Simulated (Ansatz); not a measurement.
Zincblende GaAs, relaxed with r2SCAN in the PAW code Ansatz. It is cubic, F-43m (No. 216); conventional cell a = 5.666 Å, 22.74 Å³ an atom. Ga is surrounded by 4 As at 2.45 Å; As is surrounded by 4 Ga at 2.45 Å.

The axes x, y and z are those of this cell:
```yaml
crystal:
  lattice:
    - [0.00000, 2.83309, 2.83309]
    - [2.83309, 0.00000, 2.83309]
    - [2.83309, 2.83309, 0.00000]
  atoms:
    - { symbol: Ga, position: [0.00000, 0.00000, 0.00000] }
    - { symbol: As, position: [0.25000, 0.25000, 0.25000] }
```

Unstrained: With PBE the gap is 0.466 eV and direct, at Γ. r2SCAN gives a direct gap of 0.962 eV at Γ. The HSE06 gap is direct at Γ: 1.364 eV. Meshes: PBE 8×8×8, r2SCAN 8×8×8, HSE06 6×6×6. Strains are changes of length per length, and xy shears are angles. After each strain the atoms were relaxed again with r2SCAN within the symmetry that the strain leaves, so tilts or polar shifts that break it weren't tested; points keep the names that they have in the unstrained zone. No spin polarisation and no zero-point or thermal motion.

Question: Estimate what epitaxial -1.5 % in the plane normal to [111], free normal strain +0.66 % does to the gap.

Answer: PBE: the gap goes from 0.466 to 0.570 eV (+0.104 eV); with r2SCAN the top three valence levels at Γ, degenerate before, become 2+1 from the top over 188 meV. r2SCAN: the gap goes from 0.962 to 1.073 eV (+0.111 eV). HSE06: the gap goes from 1.364 to 1.484 eV (+0.120 eV). The r2SCAN energy rises by 5.7 meV an atom.

Question: One strain changed the r2SCAN stress by xx -0.58, yy -0.25, zz -0.25 GPa (compression positive) and the gap by -0.047 eV (PBE), -0.050 eV (r2SCAN), -0.053 eV (HSE06). Which kind of strain was it, and roughly how large?

Answer: Uniaxial +0.5 % along x, other directions held. The pattern of the stress gives the kind; the size needs the stiffness, so it is an estimate.

Question: One strain changed the r2SCAN stress by xx +8.16, yy +8.16, zz +8.16 GPa (compression positive) and the gap by +0.703 eV (PBE), +0.636 eV (r2SCAN), +0.526 eV (HSE06). Which kind of strain was it, and roughly how large?

Answer: Isotropic -3.0 % on every length. The pattern of the stress gives the kind; the size needs the stiffness, so it is an estimate.

Question: One strain changed the r2SCAN stress by xx -1.69, yy -1.69, zz -4.47 GPa (compression positive) and the gap by -0.377 eV (PBE), -0.404 eV (r2SCAN), -0.425 eV (HSE06). Which kind of strain was it, and roughly how large?

Answer: Uniaxial +4.0 % along z, other directions held. The pattern of the stress gives the kind; the size needs the stiffness, so it is an estimate.

Question: One strain changed the r2SCAN stress by xx +0.05, yy +0.05, zz -0.01, xy +1.81 GPa (compression positive) and the gap by -0.126 eV (PBE), -0.138 eV (r2SCAN), -0.140 eV (HSE06). Which kind of strain was it, and roughly how large?

Answer: Xy shear, engineering strain (angle) -3.0 %. The pattern of the stress gives the kind; the size needs the stiffness, so it is an estimate.

Spin-orbit coupling is left out.

Gaps or overlaps of about a tenth of an eV are at the limit of these meshes: between the points read a gap can be smaller or closed.

The meshes of the hybrids are coarse, so their gaps aren't converged to the digits shown.

The splittings at Γ are without spin-orbit coupling, which regroups them where it is of like size or larger.
